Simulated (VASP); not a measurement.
InPd:

```xyz
2
Lattice="3.2719 0.0000 0.0000 0.0000 3.2719 0.0000 0.0000 0.0000 3.2719" Properties=species:S:1:pos:R:3 pbc="T T T"
In    0.0000    0.0000    0.0000
Pd    1.6359    1.6359    1.6359
```

The cell comes from a database or a generator and needn't be the stable form of this composition.

Base run:

```yaml
Program: VASP 6.6.1
Functional: PBEsol
Potentials_or_basis: VASP PAW PBE potentials, release 64 (In_d, Pd)
Cutoff: 520 eV
k_mesh: 8 × 8 × 8
Occupations: fermi-dirac, width 0.05 eV
Spin: no spin polarisation
```

Its results: pressure -2.8 GPa.

**Question.** The run is repeated on the same cell with these changes: functional from PBEsol to PBE; further incar settings from ALGO = Normal; EDIFF = 1e-06; NBANDS = 18 to ALGO = Fast; EDIFF = 1e-06; NBANDS = 18. What comes out?

**Answer.** Pressure 3.6 GPa.

Caveats: the PAW data sets were made with another functional, which shifts forces and pressure a little (some runs).
